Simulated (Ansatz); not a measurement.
Computed with Ansatz, DFT PBE, scalar-relativistic, plane waves, PAW. Settings: cutoff 420 eV, Γ-centred meshes spaced at most about 0.3 Å⁻¹, and about 0.25 Å⁻¹ or finer for metals (2π included), Gaussian smearing. No spin polarisation.

Each guess is relaxed in cell and atoms at zero pressure, on a coarse mesh first where it starts far from rest and then on a converged one. The steps can't lower the symmetry of the start, but it can rise. Energies are static (0 K, no zero-point motion).

Two unrelaxed guesses for TaSi2:

A.

```xyz
3
Lattice="2.1068 1.2164 3.3430 -2.1068 1.2164 3.3430 0.0000 -2.4327 3.3430" Properties=species:S:1:pos:R:3 pbc="T T T"
Ta    0.0000    0.0000    5.0145
Si    0.0000    0.0000    2.5217
Si    0.0000    0.0000    7.5072
```

B.

```xyz
3
Lattice="3.6283 0.0000 0.0000 0.0000 3.6283 0.0000 0.0000 0.0000 4.4042" Properties=species:S:1:pos:R:3 pbc="T T T"
Ta    0.0000    0.0000    0.0000
Si    0.0000    0.0000    2.2021
Si    1.8141    1.8141    2.2021
```

Task: Do they relax into the same structure? If not, which is lower?

Result: No. A ends lower, by 0.55 eV/atom. A: R-3m at 17.1 Å³/atom → R-3m at 17.6 Å³/atom; B: P4/mmm at 19.3 Å³/atom → P4/mmm at 18.3 Å³/atom. Counting Si atoms around Ta (those within 1.25 times the shortest such distance or 1.15 times the sum of covalent radii), the end of A has Ta 8 and the end of B has Ta 2. The end of B holds Si–Si nets (shortest 2.36 Å); in the end of A the shortest Si–Si distance is 2.70 Å, near bonding range too. End of A. Conventional cell: a = 4.528 Å, c = 8.923 Å. Around Ta lie 8 Si at 2.63–2.64 Å; Si is surrounded by 4 Ta at 2.63–2.64 Å and 3 Si at 2.70 Å. End of B. Conventional cell: a = 3.338 Å, c = 4.934 Å. Around Ta lie 2 Si at 2.47 Å; Si on its first site has 4 Si at 2.36 Å and 2 Ta at 2.47 Å; Si on its second site is surrounded by 4 Si at 2.36 Å.

Ends held by symmetry can be saddle points. Neither end is the lowest form computed: that has space group P6_422 (No. 181), is reached from a cell as deposited in COD and lies 0.84 eV/atom below the better end. Even the lowest of the cells shown lies +0.36 eV/atom against the elements. These runs have no spin–orbit coupling, which can matter for Ta. Some candidate types were left out of the draw beforehand, so a known form may be missing.
